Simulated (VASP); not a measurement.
WS2 (Tungstenite): single point with PBE

The system is WS2 (Tungstenite).

```xyz
3
Lattice="1.5790 0.9116 6.1633 -1.5790 0.9116 6.1633 0.0000 -1.8233 6.1633" Properties=species:S:1:pos:R:3 pbc="T T T"
W    -0.0377   -0.0171    0.0389
S     0.0067    0.0202   10.7222
S     0.0119   -0.0494   13.9186
```

The cell isn't the ideal one: atoms moved at random, drawn with an rms of 0.05 Å.

* Program: VASP 6.6.1
* Task: single point
* Functional: PBE
* Potentials or basis: VASP PAW PBE potentials, release 64 (W_sv, S)
* Cutoff: 520 eV
* k mesh: 10 × 10 × 10
* Occupations: fermi-dirac, width 0.05 eV
* Spin: no spin polarisation
* Further INCAR settings: ALGO = Normal; EDIFF = 1e-07; NBANDS = 20

```
Pressure               : 1.5 GPa
Largest force          : 1.683 eV/Å
Band gap on the k mesh : 0.99 eV, indirect (least direct gap 2.07 eV)
```

Forces in eV/Å, atoms in the order of the input:
```
W    0.964 -0.012 -1.380
S   -0.385 -0.331  1.077
S   -0.579  0.343  0.303
```

Stress tensor (GPa, compression positive):
```
 2.65 -0.91 -0.78
-0.91  2.40  3.06
-0.78  3.06 -0.46
```

Levels at points of the mesh, in eV from the valence-band top:
```csv
k point,band 9,band 10,band 11,band 12,band 13,band 14,band 15,band 16,band 17,band 18
"(0.00, 0.00, 0.00)",-3.25,-2.24,-1.85,-1.60,-1.10,1.96,2.26,2.58,2.70,4.85
"(0.50, 0.00, 0.00)",-5.22,-4.02,-2.46,-1.71,-1.51,2.45,2.61,3.52,3.84,4.40
"(0.00, 0.50, 0.00)",-5.11,-3.87,-2.61,-1.80,-1.54,2.39,2.65,3.61,3.93,4.43
"(0.00, 0.00, 0.50)",-5.16,-3.95,-2.66,-1.81,-1.41,2.42,2.65,3.42,3.95,4.60
"(0.50, 0.50, 0.00)",-4.88,-3.86,-3.17,-1.89,-1.38,2.38,2.71,3.32,4.36,5.02
"(0.50, 0.00, 0.50)",-4.79,-3.78,-3.30,-1.86,-1.50,2.35,2.74,3.36,4.25,5.22
"(0.00, 0.50, 0.50)",-4.90,-3.92,-3.16,-1.88,-1.35,2.40,2.64,3.22,4.35,5.09
"(0.50, 0.50, 0.50)",-3.35,-3.25,-2.20,-1.79,0.00,2.07,2.22,2.44,2.69,5.12
```

Wall time 10 min on 1 thread of Intel(R) Xeon(R) 6975P-C (Granite Rapids) (shared host), peak memory 0.69 GiB.

Caveat: spin-orbit coupling is left out, which moves the levels of the heavy elements. A k mesh can miss the band edges.
